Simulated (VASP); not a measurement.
## GaP: relaxation of cell and atoms with PBEsol

Crystal: GaP.

```
Ga P
1.0
     0.00000    2.72525    2.72525
     2.72525    0.00000    2.72525
     2.72525    2.72525    0.00000
Ga P
1 1
Cartesian
  0.0000 0.0000 0.0000
  1.3626 1.3626 1.3626
```

| Item | Value |
| --- | --- |
| Program | VASP 6.6.1 |
| Task | relaxation of cell and atoms |
| Functional | PBEsol |
| Potentials or basis | VASP PAW PBE potentials, release 64 (Ga_d, P) |
| Cutoff | 600 eV |
| k mesh | 8 × 8 × 8 |
| Occupations | gaussian, width 0.03 eV |
| Spin | no spin polarisation |
| Further INCAR settings | ALGO = Normal; EDIFF = 1e-06; IBRION = 2; EDIFFG = -0.01; NSW = 90; ISIF = 3 |

```json
{
 "Relaxed volume": "20.09 Å³/atom",
 "Relaxed cell": "a = 3.844 Å, b = 3.844 Å, c = 3.844 Å, α = 60.00°, β = 60.00°, γ = 60.00°",
 "Space group after relaxing (to 0.05 Å)": "F-43m (No. 216)",
 "Energy gained by relaxing": "0.3 meV/atom",
 "Ionic steps": "3",
 "Pressure after relaxing": "0.0 GPa",
 "Band gap on the k mesh": "1.50 eV, indirect (least direct gap 1.81 eV)"
}
```

The path:
```
step  energy change (eV)  largest force (eV/Å)  pressure (GPa)  volume (Å³)
   1              0.0000                0.0000           -0.64        40.48
   2             -0.0004                0.0000            0.43        40.01
   3             -0.0006                0.0000           -0.03        40.18
```

Final structure:
```xyz
2
Lattice="0.0000 2.7184 2.7184 2.7184 0.0000 2.7184 2.7184 2.7184 0.0000" Properties=species:S:1:pos:R:3 pbc="T T T"
Ga    0.0000    0.0000    0.0000
P     1.3592    1.3592    1.3592
```

Levels at points of the mesh, in eV from the valence-band top:
```csv
k point,band 5,band 6,band 7,band 8,band 9,band 10,band 11,band 12,band 13
"(0.00, 0.00, 0.00)",-14.45,-12.58,0.00,0.00,0.00,1.81,3.82,3.82,3.82
"(0.50, 0.00, 0.00)",-14.44,-10.47,-6.74,-1.14,-1.14,1.61,4.65,4.65,8.10
"(0.50, 0.50, 0.00)",-14.43,-9.54,-6.84,-2.74,-2.74,1.50,1.71,10.61,10.61
```

Wall time 16 s on 4 MPI ranks on Intel(R) Xeon(R) Platinum 8488C (Sapphire Rapids) (shared host), peak memory 0.18 GiB a rank.

Caveat: the PAW data sets were made with another functional, which shifts forces and pressure a little. A k mesh can miss the band edges.
